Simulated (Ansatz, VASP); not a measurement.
## BN in VASP and in Ansatz

```xyz
4
Lattice="2.5746 0.0000 0.0000 -1.2873 2.2296 0.0000 0.0000 0.0000 6.3010" Properties=species:S:1:pos:R:3 pbc="T T T"
B     0.0000    1.4864    1.5753
B     1.2873    0.7432    4.7258
N     0.0000    1.4864    4.7258
N     1.2873    0.7432    1.5753
```

Alike in both runs: task single point; functional PBE; k mesh 12 × 12 × 4; occupations gaussian, width 0.05 eV; no spin polarisation.

|  | VASP | Ansatz |
| --- | --- | --- |
| version | VASP 6.6.1 | Ansatz 0.2.0 |
| potentials or method | VASP PAW PBE potentials, release 64 (B, N) | scalar-relativistic, plane waves, PAW |
| plane-wave cutoff (eV) | 520 | 420 |
| valence electrons in the cell | 16 | 16 |

|  | VASP | Ansatz | Ansatz less VASP |
| --- | --- | --- | --- |
| gap on the k mesh at the Fermi level (eV) | 4.01 | 4.02 | +0.005 |
| least direct gap on the mesh (eV) | 4.31 | 4.31 | +0.006 |
| pressure (GPa) | -14.6 | -14.7 | -0.06 |
| largest component of the traceless stress (GPa) | 19.28 | 19.46 | +0.175 |

Caveats: this functional lacks dispersion, which binds the layers, so the pressure and a relaxed spacing across them are unreliable. A k mesh can miss the band edges.
